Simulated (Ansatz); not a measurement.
Crystal: MoS2, a slab with vacuum.

```xyz
3
Lattice="3.1841 0.0000 0.0000 -1.5921 2.7575 0.0000 0.0000 0.0000 17.3346" Properties=species:S:1:pos:R:3 pbc="T T T"
Mo    0.0000    0.0000    0.0000
S     0.0000    1.8384   15.7833
S     0.0000    1.8384    1.5513
```

Program: Ansatz 0.2.0. Alike in all runs: task band structure; potentials or basis Ansatz PAW; no spin polarisation; cell as given; cutoff (eV) 420.

Q: Order these runs on this cell by their band gap on the k mesh, lowest first.
A. level HSE06; k mesh 6 × 6 × 2; smearing fermi-dirac 0.05 eV; points for each segment of the path 4
B. level PBE0; k mesh 6 × 6 × 2; smearing fixed; level pbe0; run kind scf
C. level LDA; k mesh 10 × 10 × 2; smearing fermi-dirac 0.05 eV; points for each segment of the path 14

A: C (1.73 eV), A (2.10 eV), B (2.78 eV).

Caveats: the k mesh misses the band edges, so the gap on the mesh is wider than the one along the path (some runs).

Not every run made on this cell is shown here.
